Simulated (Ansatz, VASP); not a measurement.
**Ru in VASP and in Ansatz**

```
Ru
1.0
     2.70580    0.00000    0.00000
    -1.35290    2.34329    0.00000
     0.00000    0.00000    4.28190
Ru
2
Direct
  0.66667 0.33333 0.75000
  0.33333 0.66667 0.25000
```

Alike in both runs: functional BLYP; k mesh 11 × 11 × 6; occupations fermi-dirac, width 0.05 eV; no spin polarisation.

|  | VASP | Ansatz |
| --- | --- | --- |
| version | VASP 6.6.1 | Ansatz 0.2.0 |
| potentials or method | VASP PAW PBE potentials, release 64 (Ru_pv), cutoff 520 eV | all-electron LAPW, scalar-relativistic |
| task | single point | band structure |

Ansatz gave:

```
gap on the k mesh at the Fermi level (eV)       : none
pressure (GPa)                                  : 18.9
largest component of the traceless stress (GPa) : 0.01
```

Question: Estimate VASP's values.

Answer: gap on the k mesh at the Fermi level (eV): none; pressure (GPa): 19.7; largest component of the traceless stress (GPa): 0.09.

A gap of «none» marks a metal or a gap that the smearing closes. Ansatz ran all-electron here, so the differences hold the error of VASP's frozen core and of both bases.

Caveats: so large a pressure means that the cell lies far from this level's equilibrium, or that cutoff or potentials fall short; the potentials were made for another functional, which shifts forces and pressure (VASP).
